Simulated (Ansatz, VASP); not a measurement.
Two plane-wave programs on CdS

```
Cd S
1.0
     0.00000    2.91650    2.91650
     2.91650    0.00000    2.91650
     2.91650    2.91650    0.00000
Cd S
1 1
Direct
  0.00000 0.00000 0.00000
  0.25000 0.25000 0.25000
```

Alike in both runs: task single point; functional PBE; k mesh 6 × 6 × 6; occupations gaussian, width 0.1 eV; no spin polarisation.

```csv
,VASP,Ansatz
version,VASP 6.6.1,Ansatz 0.2.0
potentials or method,"VASP PAW PBE potentials, release 64 (Cd, S)","scalar-relativistic, plane waves, PAW"
plane-wave cutoff (eV),520,420
valence electrons in the cell,18,26
```

Ansatz gave:

| Quantity | Value |
| --- | --- |
| gap on the k mesh at the Fermi level (eV) | 1.14 |
| least direct gap on the mesh (eV) | 1.14 |
| pressure (GPa) | 2.9 |

**Question.** Estimate VASP's values.

**Answer.** gap on the k mesh at the Fermi level (eV): 1.15; least direct gap on the mesh (eV): 1.15; pressure (GPa): 3.2.

The two sets of potentials don't hold the same shells in valence.

A hybrid or GW would open this gap; PBE tends to underestimate it.
